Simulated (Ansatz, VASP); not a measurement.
## Two plane-wave programs on Zn3H

```
Zn H
1.0
     0.00000    2.99658    2.99658
     2.99658    0.00000    2.99658
     2.99658    2.99658    0.00000
Zn H
3 1
Direct
  0.50000 0.50000 0.50000
  0.25000 0.25000 0.25000
  0.75000 0.75000 0.75000
  0.00000 0.00000 0.00000
```

The cell was built by a generator and needn't be a form met in nature.

Alike in both runs: task band structure; functional revPBE; k mesh 6 × 6 × 6; occupations fermi-dirac, width 0.05 eV; no spin polarisation.

|  | VASP | Ansatz |
| --- | --- | --- |
| version | VASP 6.6.1 | Ansatz 0.2.0 |
| potentials or method | VASP PAW PBE potentials, release 64 (Zn, H) | Ansatz PAW |
| plane-wave cutoff (eV) | 520 | 420 |
| valence electrons in the cell | 37 | 37 |

Ansatz gave:

| Property | Result |
| --- | --- |
| gap on the k mesh at the Fermi level (eV) | none |
| pressure (GPa) | 2.0 |

Problem. Estimate VASP's values.

Solution. gap on the k mesh at the Fermi level (eV): none; pressure (GPa): 2.2.

A gap of «none» marks a metal or a gap that the smearing closes.

Caveats: the PAW data sets were made with another functional, which shifts forces and pressure a little (VASP); the PAW data sets come from PBE, with cores solved anew for the run's functional, which leaves a small shift of forces and pressure (Ansatz).
